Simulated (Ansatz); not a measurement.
SnO2: moving Sn off its site

SnO2, P4_2/mnm, a = 4.828 Å, c = 3.238 Å. Ansatz: PBE, PAW, 420 eV, Γ-centred 6×6×8 mesh on 6 atoms, Gaussian smearing 0.05 eV; no spin polarisation.

```yaml
crystal:
  lattice:
    - [4.82770, 0.00000, 0.00000]
    - [0.00000, 4.82770, 0.00000]
    - [0.00000, 0.00000, 3.23799]
  atoms:
    - { symbol: Sn, position: [0.00000, 0.00000, 0.00000] }
    - { symbol: Sn, position: [0.50000, 0.50000, 0.50000] }
    - { symbol: O, position: [0.30661, 0.30661, 0.00000] }
    - { symbol: O, position: [0.19339, 0.80661, 0.50000] }
    - { symbol: O, position: [0.69339, 0.69339, 0.00000] }
    - { symbol: O, position: [0.80661, 0.19339, 0.50000] }
```

Atom 1 (Sn) moves by x along the unit vector (0.000, 0.000, -1.000), with its periodic images; all else is held. y is the free energy of the cell over the start, F the force along the path summed over the moved atoms. Symmetry makes y even in x.

| x (Å) | y (meV) | F (eV/Å) |
| --- | --- | --- |
| -0.1000 | 86.7 | 1.75 |
| -0.0500 | 21.5 | 0.86 |
| 0.0000 | 0.0 | 0.00 |
| 0.0125 | 1.3 | -0.21 |
| 0.0250 | 5.4 | -0.43 |
| 0.0375 | ? | ? |
| 0.0625 | 33.6 | -1.08 |
| 0.0750 | 48.5 | -1.30 |
| 0.0875 | 66.2 | -1.53 |

Task: Fit y = c2 x² + c4 x⁴ to the energies of the other rows, give the force constant, and predict energy and force of the missing row.

Result: Least squares on the rows shown. y = 8566 x² + 10440 x⁴. The force constant is 2 c2 = 17.1 eV/Å² (for all images moving together, not for a lone atom). The force −dy/dx at the missing row is -0.64 eV/Å (computed -0.65). At x = 0.0375 the fit asked for gives 12.1 meV. The run gave 12.1 meV, the same to the digits shown.

Cost: 9 runs of about 2.4 core-minutes in all, on Arm Neoverse V1 (shared hosts).